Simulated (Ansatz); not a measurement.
**Do the potentials matter? P_N in Si3N4 (P6_3/m)**

Aim: the (0/−1) level of P_N in Si3N4 (P6_3/m) as a function of the pseudopotential files, with the cost of each choice. The model is a cell of 42 host atoms with 1 N taken out and 1 P put in; the atoms are relaxed once and then held.

Program: Ansatz 0.2.0. Level of theory: plane-wave DFT; relaxations with PBE, then single points with PBE, on supercells at fixed charge in a uniform background. Results are calculated unless marked as measured.

## 1. The starting structure

The cell holds 42 atoms: 18 Si, 23 N and 1 P. Its edges and angles: a = 7.664 Å, b = 7.664 Å, c = 8.779 Å, α = 90.0°, β = 90.0°, γ = 120.0°. It derives from Si3N4 (space group P6_3/m). Nearest the centre at fractional (0.670, 0.701, 0.417): P25 at 0.00 Å, Si17 at 1.75 Å, Si5 at 1.75 Å, Si19 at 1.75 Å, N22 at 2.80 Å, N9 at 2.83 Å, N23 at 2.83 Å, N14 at 2.83 Å. The cell carries charge −1.

Coordinates:

```xyz
42
Lattice="7.6639 0.0000 0.0000 -3.8320 6.6372 0.0000 0.0000 0.0000 8.7788" Properties=species:S:1:pos:R:3 pbc="T T T"
Si   -1.3903    5.4755    2.1947
Si    2.2269    1.5337    0.7316
Si    4.0468    3.9417    0.7316
Si   -0.2148    2.6954    2.1947
Si    1.6051    5.1034    2.1947
Si    5.2222    1.1617    0.7316
N     0.0000    4.4248    2.1947
N     3.8320    2.2124    0.7316
N     4.8602    4.4468    2.1947
N    -1.4210    6.4325    0.7316
N     2.4492    4.6515    0.7316
N     1.3827    1.9857    2.1947
N    -1.0283    2.1903    0.7316
N     5.2529    0.2047    2.1947
Si   -1.3903    5.4755    5.1210
Si    2.2269    1.5337    3.6578
Si    4.0468    3.9417    3.6578
Si   -0.2148    2.6954    5.1210
Si    1.6051    5.1034    5.1210
Si    5.2222    1.1617    3.6578
N     0.0000    4.4248    5.1210
N     3.8320    2.2124    3.6578
N     4.8602    4.4468    5.1210
N    -1.4210    6.4325    3.6578
P     2.4492    4.6515    3.6578
N     1.3827    1.9857    5.1210
N    -1.0283    2.1903    3.6578
N     5.2529    0.2047    5.1210
Si   -1.3903    5.4755    8.0472
Si    2.2269    1.5337    6.5841
Si    4.0468    3.9417    6.5841
Si   -0.2148    2.6954    8.0472
Si    1.6051    5.1034    8.0472
Si    5.2222    1.1617    6.5841
N     0.0000    4.4248    8.0472
N     3.8320    2.2124    6.5841
N     4.8602    4.4468    8.0472
N    -1.4210    6.4325    6.5841
N     2.4492    4.6515    6.5841
N     1.3827    1.9857    8.0472
N    -1.0283    2.1903    6.5841
N     5.2529    0.2047    8.0472
```

Known beforehand: the electronic dielectric constant, (4.31, 4.31, 4.39), and the static one, (8.32, 8.32, 8.28), computed on the host (DFPT, PBEsol).

The cell's shortest repeat is 7.7 Å.

## 2. Relaxing both charge states, PBE

The study needs fixed structures, so each charge is relaxed once, at one point at (¼, ¼, ¼), from small random displacements that break the symmetry of the site.

Input file qm1_M1.relax/input.yaml:

```yaml
crystal:
  lattice:
    - [7.66392171, 0.0, 0.0]
    - [-3.83196086, 6.63715089, 0.0]
    - [0.0, 0.0, 2.92627257]
  atoms:
    - { symbol: Si, position: [0.231083, 0.824973, 0.75] }
    - { symbol: Si, position: [0.40611, 0.231083, 0.25] }
    - { symbol: Si, position: [0.824973, 0.59389, 0.25] }
    - { symbol: Si, position: [0.175027, 0.40611, 0.75] }
    - { symbol: Si, position: [0.59389, 0.768917, 0.75] }
    - { symbol: Si, position: [0.768917, 0.175027, 0.25] }
    - { symbol: "N", position: [0.333333, 0.666667, 0.75] }
    - { symbol: "N", position: [0.666667, 0.333333, 0.25] }
    - { symbol: "N", position: [0.969165, 0.669992, 0.75] }
    - { symbol: "N", position: [0.299172, 0.969165, 0.25] }
    - { symbol: "N", position: [0.669992, 0.700828, 0.25] }
    - { symbol: "N", position: [0.330008, 0.299172, 0.75] }
    - { symbol: "N", position: [0.030835, 0.330008, 0.25] }
    - { symbol: "N", position: [0.700828, 0.030835, 0.75] }
  supercell: [1, 1, 3]
  defects: [{ substitution: { at: 24, symbol: P } }]
total_charge: -1
basis:
  ecutwfc: 420
  xc_grid: 2
hamiltonian:
  xc: pbe
kpoints:
  mp_grid: { grid: [1, 1, 1], shift: [0.25, 0.25, 0.25] }
magnetization:
  spin_polarized: true
  initial_magnetization: 1
  spin_locking: { lock_magnetization: hard }
scf:
  occupations: { method: fixed }
  max_iter: 100
output:
  forces: true
  charged_corrections:
    epsilon: [4.31, 4.31, 4.39]
    static_epsilon: [8.32, 8.32, 8.28]
    defect_position: [0.669992, 0.700828, 0.416667]
relax:
  f_tol: 0.02
  max_steps: 60
  random_displacement: { amplitude: 0.05, seed: 6148 }
checkpoint:
  write: "../qm1_M1.relax.run"
  compress: false
  write_wavefunctions: true
  write_every: 100000
```

Command:

```sh
$ ansatz run input.yaml --threads 4 --pin off --max-ram 9420MiB --backend cpu --events-out ev --progress --plain --runs-dir out
```

Numbers of over 12 decimals in the logs are rounded to 6 here.

The program printed:

```text
[... repeated set-up lines and file paths are left out, and long positions are rounded to six places ...]
Engine: ansatz 0.2.0, aarch64-unknown-linux-gnu
Pseudopotentials: kind: paw
Pseudopotential: Si, paw, valence charge 4, recommended cutoff 420 eV (normal), Si.paw.azcp
Pseudopotential: N, paw, valence charge 5, recommended cutoff 420 eV (normal), N.paw.azcp
Pseudopotential: P, paw, valence charge 5, recommended cutoff 420 eV (normal), P.paw.azcp
Functional definition: PBE
  parameter kappa = 0.804
  parameter beta = 0.066725
  exchange = pbe_x(kappa = kappa, mu = beta*pi^2/3)
  correlation = pbe_c(beta = beta)
Crystal: 42 atoms, lattice volume = 446.549 Å³
Basis set: ecut = 420 eV, 8723 PW (Γ), exchange–correlation on 108×108×120 points (8 copies of the dense FFT grid, shifted against one another)
Bands: 139, of which v1, the nominal top of the filled ones, is band 97 counted from 1 (96 counted from 0)
Symmetry: 1 space group operations
k-points: 1
Non-local potential: Si, projectors of the file, l = 0: 2, l = 1: 2, l = 2: 2
Non-local potential: N, projectors of the file, l = 0: 2, l = 1: 2, l = 2: 1
Non-local potential: P, projectors of the file, l = 0: 2, l = 1: 2, l = 2: 2
PAW form: soft (Blöchl's): semilocal exchange-correlation on the pseudo side does not see the compensation charge
PAW one-centre angular grid: Si, 110 points (default); XC on 64 Gauss nodes
PAW one-centre angular grid: N, 110 points (default); XC on 64 Gauss nodes
PAW one-centre angular grid: P, 110 points (default); XC on 64 Gauss nodes
Initial density: superposition of atomic densities (chi_scale 0.1, normalization cell, long waves kept (reshape's long-wave potential 0.19 eV rms))
Starting moments: Σ|m| = 1 μB on 42 of 42 sites
Initial wavefunctions: pseudopotential atomic-orbital guess
Functional: x = pbe(κ = 0.804, μ = 0.219515), c = pbe(β = 0.066725)
SCF iter   1: F=—  HF=-21083.541800 eV  |F-HF|=—  |Δ(HF+E_count)|=         —  Δρ=7.24e-2 (↑7.23e-2 ↓7.24e-2)  dr2=1.01e2  dr2_m=1.21e-1  M=1.000 μB ∫|m|=1.014 μB  β_m=0.30  ethr=3.10e-3  ⟨swp⟩=6.0  Hψ=1038  notcnv=0  defer=78
preconditioner: auto → Resta (q_TF=auto, 2.372 Å⁻¹)  ε∞=3.6  [insulator: Δε(μ)=0.699 eV  Ē_g=15.028 eV  n_scr=96 (ndim 8)  ℏωp=24.4 eV  f_vac=0.011  ε∞_Penn≈3.6]
spin=Collinear: Resta preconditioning applied to the charge; magnetization (m = ρ↑ − ρ↓) channel mixes plain (no charge-response kernel on spin).
SCF iter   2: F=—  HF=-21060.227318 eV  |F-HF|=—  |Δ(HF+E_count)|=    2.33e1  Δρ=3.79e-2 (↑3.79e-2 ↓3.76e-2)  dr2=2.79e1  dr2_m=5.56e-2  M=1.000 μB ∫|m|=1.013 μB  β_m=0.45  ethr=3.10e-3  ⟨swp⟩=4.0  Hψ=504  notcnv=0  defer=80
SCF iter   3: F=—  HF=-21052.779718 eV  |F-HF|=—  |Δ(HF+E_count)|=    7.45e0  Δρ=1.35e-2 (↑1.35e-2 ↓1.34e-2)  dr2=1.98e0  dr2_m=4.69e-3  M=1.000 μB ∫|m|=1.030 μB  β_m=0.65  ethr=3.10e-3  ⟨swp⟩=4.5  Hψ=728  notcnv=0  defer=80
SCF iter   4: F=—  HF=-21052.635667 eV  |F-HF|=—  |Δ(HF+E_count)|=   1.44e-1  Δρ=2.56e-3 (↑2.56e-3 ↓2.48e-3)  dr2=7.64e-2  dr2_m=3.41e-4  M=1.000 μB ∫|m|=1.055 μB  β_m=0.75  ethr=1.02e-3  ⟨swp⟩=4.0  Hψ=367  notcnv=0  defer=81
SCF iter   5: F=—  HF=-21052.660810 eV  |F-HF|=—  |Δ(HF+E_count)|=   2.51e-2  Δρ=7.79e-4 (↑7.75e-4 ↓7.79e-4)  dr2=1.22e-2  dr2_m=1.28e-5  M=1.000 μB ∫|m|=1.063 μB  β_m=0.75  ethr=3.96e-5  ⟨swp⟩=4.5  Hψ=495  notcnv=0  defer=81
SCF iter   6: F=—  HF=-21052.663867 eV  |F-HF|=—  |Δ(HF+E_count)|=   3.06e-3  Δρ=3.42e-4 (↑3.40e-4 ↓3.42e-4)  dr2=2.32e-3  dr2_m=2.23e-6  M=1.000 μB ∫|m|=1.065 μB  β_m=0.81  ethr=6.31e-6  ⟨swp⟩=2.0  Hψ=375  notcnv=0  defer=81
SCF iter   7: F=—  HF=-21052.665411 eV  |F-HF|=—  |Δ(HF+E_count)|=   1.54e-3  Δρ=8.81e-5 (↑8.81e-5 ↓8.65e-5)  dr2=2.26e-4  dr2_m=1.49e-7  M=1.000 μB ∫|m|=1.065 μB  β_m=0.87  ethr=1.20e-6  ⟨swp⟩=2.0  Hψ=403  notcnv=0  defer=81
[...]
NSCF: frozen V_eff on 1 k-points
[...]
SCF converged after 5 iterations
Magnetization: 1.0000 μB (97.0000 up, 96.0000 down)
Absolute magnetization: 1.0799 μB (∫|ρ↑−ρ↓|, with the PAW one-centre terms)
Spin contamination: 0.0033 ħ² per cell (⟨S²⟩ above its minimum at these occupations)
Per-site moments (μB) at R_I (Å): [(0.00141633, 0.719466), (0.00013766, 0.713583), (0.000756557, 0.710267), [... 39 left out ...]
Free energy (F): -21060.585087 eV
Harris-Foulkes:  -21060.585087 eV  (|F-HF|=1.60e-10)
Internal energy: -21060.585087 eV  (E = F + TS)
E sigma→0 (E₀):  -21060.585087 eV
Fermi energy:    11.562892 (↑ 11.562892, ↓ 8.274762) eV
--- Per-component energies (eV) ---
  E_band       = 225.517288
  E_kinetic    = 4011.486058
  E_local      = -6295.227343  (includes V_loc(G=0)·N_el)
  E_nonlocal   = 1525.635241
  E_hartree    = 2115.228790
  E_xc         = -2494.568535
  E_vxc        = -2736.487853  (∫ρ·V_xc dr)
  E_paw        = -12743.374874  (= ΣΔE_a)
  E_vpaw       = -510.348909  (= ΣTr[D̂ρ^β])
  E_aug_tail   = 0.002404  (compensation charges beyond the density's cutoff)
  E_ewald      = -7179.766827
  E_smearing   = -0.000000  (= −TS)
  E_closure    = -0.000000  (closes the sum)
  E_deformation_potential = -16.333803  (in the stress; not in F)
  Σ components = -21060.585087   (vs F -21060.585087, Δ=0.00e0)
--- Forces (eV/Å), atoms counted from 1 ---
  atom   1  Si    -0.00370810     0.00094787    -0.00008129
  atom   2  Si    -0.00038490    -0.00145160    -0.00050380
  [... 2 atoms left out ...]
  atom   5  Si    -0.00429376     0.00037283    -0.01154873
  [... 3 atoms left out ...]
  atom   9  N      0.00292635     0.00186843     0.00428291
  [... 4 atoms left out ...]
  atom  14  N     -0.00062389     0.00215119     0.00159255
  [... 2 atoms left out ...]
  atom  17  Si    -0.00100420     0.00428564    -0.00052271
  [... 1 atom left out ...]
  atom  19  Si     0.00035704     0.00411687     0.00588572
  [... 1 atom left out ...]
  atom  21  N     -0.00086223    -0.00522587    -0.00110289
  atom  22  N      0.00300052    -0.00286877     0.00004403
  atom  23  N      0.00020403     0.00251127    -0.00667772
  [... 1 atom left out ...]
  atom  25  P      0.01584762    -0.00070687     0.01075401
  [... 2 atoms left out ...]
  atom  28  N      0.00107952     0.00115803    -0.00050026
  [... 14 atoms left out ...]
  max |Σ_I F_I| component: 3.50e-5 eV/Å
--- Charged-cell corrections in eV (Makov–Payne, q = -1.000 e, ε = [8.320, 8.320, 8.280]) ---
  F (periodic)     = -21060.585087  (uncorrected; the corrections below are reported, never added to it)
  E_corr1          = +0.319421  (monopole, q²α_M/2ε̄L, of the cell on which ε is isotropic)
  F Makov-Payne    = -21060.265666  (F + E_corr1; no measured alignment; for a localised charge, not one spread in a band: unchecked)
  no potential alignment in this run, which stands beside a crystal: run the host's input off ansatz write-host-input, and read the two finished runs by ansatz place-levels (neither reads a slab, a wire or a sheet, whose cell leaves a vacuum)
--- Band table (eV) ---
  k-point 0 ↑: bands = ["-9.4198", "-9.0003", "-8.8708", "-8.7031", [... 131 left out ...] "17.0429", "17.1201", "17.2439", "17.3134"]
  k-point 0 ↓: bands = ["-9.4090", "-8.9864", "-8.8579", "-8.6899", [... 131 left out ...] "17.0759", "17.1701", "17.2745", "17.3483"]
--- Relaxed structure (15 steps of the walk, 14 accepted, 0 SCFs on fresh bases) ---
  F+E_penalty+E_count = -21060.58508666 eV   max|allowed force component| = 1.585e-2 eV/Å
  atoms:
    - { symbol: Si, position: [0.232003, 0.820415, 0.248162] }
    - { symbol: Si, position: [0.402171, 0.230710, 0.082958] }
    [... 2 atoms left out ...]
    - { symbol: Si, position: [0.594479, 0.779982, 0.235040] }
    [... 3 atoms left out ...]
    - { symbol: N, position: [0.975064, 0.644580, 0.242906] }
    [... 4 atoms left out ...]
    - { symbol: N, position: [0.669832, 0.033326, 0.230992] }
    [... 2 atoms left out ...]
    - { symbol: Si, position: [0.831973, 0.561118, 0.416341] }
    [... 1 atom left out ...]
    - { symbol: Si, position: [0.594284, 0.779876, 0.597559] }
    [... 1 atom left out ...]
    - { symbol: N, position: [0.334133, 0.661670, 0.583741] }
    - { symbol: N, position: [0.661780, 0.307187, 0.416330] }
    - { symbol: N, position: [0.974869, 0.644595, 0.589813] }
    [... 1 atom left out ...]
    - { symbol: P, position: [0.797335, 0.828472, 0.416254] }
    [... 2 atoms left out ...]
    - { symbol: N, position: [0.668871, 0.033184, 0.601475] }
    [... 14 atoms left out ...]
```

Elapsed: 79 s, on 4 threads of Arm Neoverse V1, shared host; peak memory 0.99 GiB; 5.1 min of CPU time.

Relaxation path:

```
step  energy less that of the first step (eV)  largest force component (eV/Å)
   1                                   0.0000                         15.5880
   2                                  -5.2659                          4.3370
   3                                  -6.7075                          1.0768
   4                                  -7.0687                          0.9563
   5                                  -7.3855                          1.0013
   6                                  -7.6558                          0.5145
   7                                  -7.7383                          0.3849
   8                                  -7.7952                          0.7065
   9                                  -7.8381                          0.4557
  10                                  -7.8810                          0.3734
  11                                  -7.9071                          0.2417
  12                                  -7.8951                          0.3560
  13                                  -7.9188                          0.0464
  14                                  -7.9192                          0.0334
  15                                  -7.9193                          0.0158
```

Relaxation step 12 was tried and not accepted.

The atoms that moved most (Å, from the sites as typed, ahead of the random displacement, the mean shift of all atoms taken out):

```
atom      dx      dy      dz  length
 P25   0.488   0.849   0.000   0.979
 N28  -0.253   0.017   0.163   0.301
 N14  -0.246   0.018  -0.163   0.296
Si17   0.180  -0.216   0.001   0.282
Si20   0.079  -0.238   0.000   0.251
  N9   0.144  -0.167  -0.059   0.228
 N23   0.142  -0.167   0.060   0.228
 N22   0.064  -0.172   0.000   0.184
```

Neighbours of P25 at the end:

```
atom  distance (Å)
 Si5         2.123
Si19         2.125
Si17         2.194
Si20         2.530
 N14         2.757
 N28         2.760
 N23         2.842
  N9         2.842
```

```
charge  moment set (μB)  steps  largest displacement (Å)  time
    −1                1     15                      0.98  79 s
     0                0      9                      0.45  24 s
```

The relaxation ends 189 meV an atom lower than the displaced start, with a largest force component of 0.016 eV/Å.

[end of part 1 of 2]

[Logs are printed without paths, hosts, clocks, repeated set-up lines and the standing remarks that a program may print on its own settings, such as how far it seeks lower states.]

[Hosts, paths, dates, database ids (printed as entryN), source tags and the programs' standing remarks are cut or masked in the printed files.]

[Where a table of states has a column of steps, it counts the stored structures, which are thinned; the runs took as many ionic steps or more.]

[For some hosts the program warned that the k-mesh of the response run may be too coarse for force constants and the static dielectric constant; such warnings are not shown here.]
